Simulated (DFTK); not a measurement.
Cd in DFTK: convergence with n bands

Crystal: Cd.

```
CELL_PARAMETERS angstrom
2.97887 0.00000 0.00000
-1.48944 2.57978 0.00000
0.00000 0.00000 5.61765
ATOMIC_POSITIONS crystal
Cd 0.66667 0.33333 0.75000
Cd 0.33333 0.66667 0.25000
```

| Property | Result |
| --- | --- |
| Program | DFTK 0.8.2 |
| Task | convergence study |
| Functional | r2SCAN |
| Potentials or basis | in-house norm-conserving set (r2SCAN, scalar relativistic) |
| Cutoff | 1306 eV |
| k mesh | 4 × 4 × 2 |
| Occupations | fermi-dirac, width 0.05 eV |
| Spin | no spin polarisation |

These are the settings of the first run; the series varies n bands, with any setting tied to it.

Hardware: 1 thread of Intel(R) Xeon(R) 6975P-C (Granite Rapids), on a shared host.

| n bands | energy less the tightest run, at zero smearing (meV/atom) | SCF cycles |
| --- | --- | --- |
| 21 | 0.00 | 12 |
| 22 | 0.00 | 11 |
| 24 | 0.00 | 12 |
| 26 | 0.00 | 13 |
| 30 | 0.00 | 13 |
| 36 | 0.00 | 13 |

Against the tightest run, the energy stays within 1 meV/atom from 21 on. The tightest run that finished is the yardstick and may itself not be fully converged.

Caveat, for the tightest run too: the k mesh is coarse (spacing up to 0.61 Å⁻¹), so the values aren't converged.
